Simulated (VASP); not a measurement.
Input of a VASP 6.6.1 run:

INCAR

```
PREC     = Accurate       # precision mode
ENCUT    = 520            # plane-wave cutoff, eV
EDIFF    = 1E-7           # SCF threshold, eV
ISMEAR   = 0              # smearing method
SIGMA    = 0.15           # smearing width, eV
LREAL    = False          # projectors in reciprocal space
LASPH    = True           # aspherical terms in the spheres
NELM     = 100            # most SCF steps
ALGO     = Fast           # electronic algorithm
ISIF     = 2              # what is computed and relaxed
LWAVE    = False          # write WAVECAR
LCHARG   = True           # write CHGCAR
GGA      = PE             # functional
LELF     = True           # ELF
LVHAR    = True         
NBANDS   = 21             # bands
```

The input KPOINTS:

```
regular mesh
0
Gamma
  12 12 12
```

The input POSCAR:

```
Sn
1.0
    0.0000000000      3.5701600000      3.2456000000
    2.9210400000      0.0000000000      3.2456000000
    2.9210400000      3.5701600000      0.0000000000
Sn
2
Direct
    0.5000000000      0.5000000000      0.5000000000
    0.7500000000      0.7500000000      0.7500000000
```

Potentials or basis: VASP PAW PBE potentials, release 64 (Sn_d).

The run is started by

```sh
$ cat potpaw_PBE.64/Sn_d/POTCAR > POTCAR
$ mpirun -np 1 vasp_std > vasp.out
```

Question: Predict the pressure.

Answer: 3.3 GPa.

Question: Estimate the band gap on the k mesh.

Answer: None (metal or under the smearing width).

Stress tensor (GPa, compression positive):
```
5.44 0.00 0.00
0.00 0.24 0.00
0.00 0.00 4.32
```
